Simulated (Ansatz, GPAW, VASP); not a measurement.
## Sr: programs and potentials compared

```
Sr
1.0
     0.00000    3.04235    3.04235
     3.04235    0.00000    3.04235
     3.04235    3.04235    0.00000
Sr
1
Direct
  0.00000 0.00000 0.00000
```

Alike in all runs: task single point; functional PBEsol; k mesh 8 × 8 × 8; occupations gaussian, width 0.05 eV; no spin polarisation; no spin-orbit coupling. Pressure is positive in compression and, in plane waves, holds the error of the finite cutoff.

```csv
program and potentials,plane-wave cutoff (eV),notes,band gap (eV),pressure (GPa)
"VASP, PBE PAW files Sr_sv, 520 eV",520,potentials made for PBE,no gap,-0.94
"GPAW, PAW data sets generated for this functional",600,-,no gap,-0.90
"Ansatz, all-electron LAPW, scalar-relativistic",-,-,?,?
```

Task: Estimate from the other rows what the run with Ansatz, all-electron LAPW, scalar-relativistic gave.

Result: No band gap; pressure -0.95 GPa. The other rows, which needn't bracket it: pressure -0.94 to -0.90.
